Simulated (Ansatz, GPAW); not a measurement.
This is a calculation of ZnSe (Stilleite) for GPAW 26.7.0 (ASE script). 

The input run.py:

```python
from ase.dft.bandgap import bandgap
from ase.io import read, write
from ase.units import Bohr, GPa
from gpaw import GPAW, PW
from gpaw.elf import elf_from_dft_calculation

atoms = read('POSCAR')

calc = GPAW(mode=PW(600),
            xc='PBE',
            kpts={'size': (8, 8, 8), 'gamma': True},
            occupations={'name': 'methfessel-paxton', 'order': 0, 'width': 0.025},
            nbands=18,
            convergence={'density': 1e-05, 'energy': 1e-05},
            maxiter=150,
            txt='gpaw.txt')
atoms.calc = calc
energy = atoms.get_potential_energy()
forces = atoms.get_forces()
stress = atoms.get_stress()
calc.write('gs.gpw')
write('result.traj', atoms)
print(f'Energy: {energy:.6f} eV')
print('Forces (eV/A):')
print(forces.round(4))
print('Stress (GPa):', (stress / GPa).round(3))
print('Fermi level:', round(calc.get_fermi_level(), 4), 'eV')
print(f'Gap: {bandgap(calc)[0]:.4f} eV, direct: {bandgap(calc, direct=True)[0]:.4f} eV')

# fields on the real-space grid
write('density.cube', atoms, data=calc.get_pseudo_density() * Bohr**3)
write('potential.cube', atoms, data=calc.get_electrostatic_potential())
write('elf.cube', atoms, data=elf_from_dft_calculation(calc).data)
```

POSCAR

```
ZnSe
1.0
    0.0000000000      2.8338000000      2.8338000000
    2.8338000000      0.0000000000      2.8338000000
    2.8338000000      2.8338000000      0.0000000000
Se Zn
1 1
Direct
    0.7500000000      0.7500000000      0.7500000000
    0.0000000000      0.0000000000      0.0000000000
```

Potentials or basis: GPAW PAW data sets (gpaw-data 1.2.1), pw.

Command:

```bash
$ OMP_NUM_THREADS=1 python run.py
```

Problem. Translate it to Ansatz 0.2.0. Potentials or basis there: Ansatz PAW, cutoff 420 eV.

Solution. As run (cutoffs and basis follow the program's own potentials, and thresholds, step limits or extra output files can differ):

Contents of input.yaml:

```yaml
crystal:
  lattice:
    - [0.0, 2.8338, 2.8338]
    - [2.8338, 0.0, 2.8338]
    - [2.8338, 2.8338, 0.0]
  atoms:
    - { symbol: Se, position: [0.75, 0.75, 0.75] }
    - { symbol: Zn, position: [0.0, 0.0, 0.0] }
hamiltonian:
  xc: pbe
  pseudopotentials: { kind: paw }
kpoints:
  mp_grid: { grid: [8, 8, 8] }
scf:
  occupations: { method: gaussian, width: 0.025 }
output:
  forces: true
  stress: true
  eigenvalues: true
```

Potentials or basis: Ansatz PAW.

Command:

```console
$ ansatz run input.yaml --threads 2 --pin off --max-ram 5632MiB --backend cpu --events-out ev --progress --plain --runs-dir out
```

Both were run:

|  | GPAW | Ansatz |
| --- | --- | --- |
| Pressure | 2.1 GPa | 2.1 GPa |

Ansatz's pressure holds a Pulay term of +0.05 GPa for its cutoff of 420 eV, which the other run lacks.

The potentials hold 18 and 28 valence electrons a cell.

Where Ansatz's input types no cutoff or centring, it takes its own default and a Γ-centred mesh.

Pressure is positive in compression.
